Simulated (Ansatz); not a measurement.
Input of an Ansatz 0.2.0 run:

Contents of input.yaml:

```yaml
crystal:
  lattice:
    - [0.0, 1.9609, 1.9609]
    - [1.9609, 0.0, 1.9609]
    - [1.9609, 1.9609, 0.0]
  atoms:
    - { symbol: Pt, position: [0.0, 0.0, 0.0] }
kpoints:
  mp_grid: { grid: [12, 12, 12] }
scf:
  occupations: { method: fermi_dirac, width: 0.05 }
hamiltonian:
  xc: pbesol
  pseudopotentials: { kind: all_electron, lapw: { basis_error: 0.001 } }
output:
  forces: true
  stress: true
  eigenvalues: true
```

Potentials or basis: all-electron LAPW, scalar-relativistic.

Command:

```bash
$ ansatz run input.yaml --threads 1 --pin off --max-ram 3072MiB --backend cpu --events-out ev --progress --plain --runs-dir out
```

What does it give for the band gap on the k mesh?

None (metal or under the smearing width).

Predict the pressure.

-0.6 GPa.

Spin-orbit coupling is left out, which matters for the levels of Pt.
